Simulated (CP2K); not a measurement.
Crystal: Sb.

```xyz
1
Lattice="3.1600 0.0000 0.0000 0.0000 3.1600 0.0000 0.0000 0.0000 3.1600" Properties=species:S:1:pos:R:3 pbc="T T T"
Sb    0.0000    0.0000    0.0000
```

This isn't the form of Sb at room conditions, which is rhombohedral.

| Quantity | Value |
| --- | --- |
| Program | CP2K 2026.2 |
| Task | single point |
| Functional | PBE |
| Potentials or basis | POTENTIAL_UZH Sb GTH-PBE-q5; TZVP-MOLOPT-PBE-GTH basis |
| Density cutoff | 6123 eV |
| k mesh | 8 × 8 × 8 |
| Occupations | fermi-dirac, width 0.05 eV |
| Spin | no spin polarisation |

On this cell: pressure -1.5 GPa; band gap on the k mesh none (metal or under the smearing width).

The same run follows on a disturbed copy (cell strained at random at fixed volume):

```
CELL_PARAMETERS angstrom
3.18407 0.00000 0.00000
-0.01677 3.13769 0.00000
-0.15782 -0.11413 3.15842
ATOMIC_POSITIONS crystal
Sb 0.00350 0.00307 0.97826
```

Q: What changes?

A: The energy (extrapolated to zero smearing) moves by +1.9 meV/atom; pressure -1.6 GPa; band gap on the k mesh none (metal or under the smearing width).

Stress tensor (GPa, compression positive):
```
-2.43 -0.11  0.51
-0.11 -0.50  0.13
 0.51  0.13 -1.82
```

Caveats: the basis of atomic orbitals isn't converged, which shifts pressures, moduli and gaps.
